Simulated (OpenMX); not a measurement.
# SnO in OpenMX: the effect of dispersion

SnO:

```
Sn O
1.0
     3.13193    0.00000    0.00000
     0.00000    3.13193    0.00000
     0.00000    0.00000    3.13193
Sn O
1 1
Cartesian
  0.0000 0.0000 0.0000
  1.5660 1.5660 1.5660
```

The cell was built by a generator and needn't be a form met in nature.

Alike in all runs:

```yaml
Program: OpenMX 3.8.5
Task: single point
Functional: PBE
Potentials_or_basis: OpenMX 2013 PBE set, Sn7.0-s3p2d2, O6.0-s2p2d1, grid cutoff 500 Ry
k_mesh: 7 × 7 × 7
Occupations: fermi-dirac, width 0.05 eV
Spin: no spin polarisation
```

```csv
dispersion,pressure (GPa)
none,-2.8
D3,?
D3(BJ),-5.4
D4,-5.0
```

Problem. What does the run with dispersion D3 give?

Solution. Pressure -4.0 GPa.

Caveats: the basis of atomic orbitals isn't converged, which shifts pressures, moduli and gaps; pairwise dispersion overbinds metals, which lowers pressure and volume (some runs).
